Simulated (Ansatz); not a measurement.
# NaH: a single-point run

Aim: a sound single-point run of NaH. The structure is shown as the input types it.

Computed with Ansatz 0.2.0 (density functional or hybrid calculation with the settings of its input, plane waves (as first typed), unless a step's input says otherwise).

5 further runs of the same task are left out: 5 that didn't finish.

## 1. The structure to begin with

Symmetry: Fm-3m, No. 225, cubic system. The conventional cell has a = 4.795 Å, b = 4.795 Å, c = 4.795 Å, α = 90.00°, β = 90.00°, γ = 90.00°. Na (site symmetry m-3m) is surrounded by 6 H at 2.40 Å. H (site symmetry m-3m) is surrounded by 6 Na at 2.40 Å.

Coordinates:

```cif
data_structure
_symmetry_space_group_name_H-M 'Fm-3m'
_symmetry_Int_Tables_number 225
_cell_length_a 4.7950
_cell_length_b 4.7950
_cell_length_c 4.7950
_cell_angle_alpha 90.000
_cell_angle_beta 90.000
_cell_angle_gamma 90.000
_cell_volume 110.25
loop_
_atom_site_label
_atom_site_type_symbol
_atom_site_symmetry_multiplicity
_atom_site_Wyckoff_symbol
_atom_site_fract_x
_atom_site_fract_y
_atom_site_fract_z
_atom_site_occupancy
Na1 Na 4 a 0.00000 0.00000 0.00000 1
H1 H 4 b 0.50000 0.00000 0.00000 1
```

## 2. Running it

The input, input.yaml:

```yaml
crystal:
  lattice:
    - [0.0, 2.3975122917, 2.3975122917]
    - [2.3975122917, 0.0, 2.3975122917]
    - [2.3975122917, 2.3975122917, 0.0]
  atoms:
    - { symbol: Na, position: [0.0, 0.0, 0.0] }
    - { symbol: H, position: [0.5, 0.5, 0.5] }
kpoints:
  mp_grid: { grid: [6, 6, 6] }
hamiltonian:
  xc: r2scan
scf:
  occupations: { method: fixed }
  n_extra_bands: 4
  n_bands: 12
output:
  forces: true
  stress: true
  eigenvalues: true
```

The run is started by

```
$ ansatz run input.yaml --threads 4 --pin off --max-ram 3686MiB --backend cpu --events-out ev --progress --plain --runs-dir out
```

**Question.** How will this run end, and is anything wrong with its input?

Nothing was computed: the input was turned down at the start. Its message: «line 16 column 3: unknown field `n_bands`, expected one of max_iter, algorithm, n_extra_bands, self_checks, convergence, ...»

The suspect setting: scf.n_bands is 12. The key belongs to a different code's input format, or to another block.

Remedy: delete scf.n_bands.
